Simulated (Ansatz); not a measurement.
# SnO (Pmn2_1), random displacements

Theory: DFT r2SCAN, scalar-relativistic, plane waves, PAW in Ansatz 0.2.0. Cutoff 500 eV, Γ-centred 8×6×6 k-points, Gaussian smearing of 0.05 eV. No spin polarisation. Energies are free energies at this smearing, counted from the undisturbed cell; pressure is positive in compression.

The starting cell (as given, not relaxed at this level; this form isn't the usual structure):

```xyz
4
Lattice="3.3550 0.0000 0.0000 0.0000 5.6741 0.0000 0.0000 0.0000 4.2220" Properties=species:S:1:pos:R:3 pbc="T T T"
Sn    0.0000    1.3159    2.1665
Sn    1.6775    4.3582    0.0555
O     0.0000    5.0570    3.1110
O     1.6775    0.6171    1.0000
```

The cell holds layers and no dispersion correction was added, so their binding is poorly described.

The atoms are displaced (Å, in the unstrained cell):

```csv
atom,ux,uy,uz
Sn1,-0.010,-0.022,0.031
Sn2,0.028,-0.064,-0.012
O3,-0.062,0.062,0.079
O4,0.044,0.024,-0.098
```

Strain (Voigt, engineering shear): (0.0806, 0.0217, -0.0247, -0.0755, -0.0500, -0.0233).

What are the energy change, the stress and the forces?

ΔE = 149.1 meV/atom; stress (xx, yy, zz, yz, xz, xy; compression positive) (-12.06, -8.53, -6.31, 3.14, 0.94, 0.20) GPa; gap on the mesh 1.57 eV.
```csv
atom,Fx (eV/Å),Fy,Fz
Sn1,0.03,-1.37,-0.30
Sn2,-0.08,2.21,-0.72
O3,0.17,-0.42,-0.06
O4,-0.12,-0.42,1.08
```

Cost: 1 run of about 1.6 core-minutes, on Intel Xeon Processor @ 2.50GHz (Skylake/Cascade Lake) (shared hosts).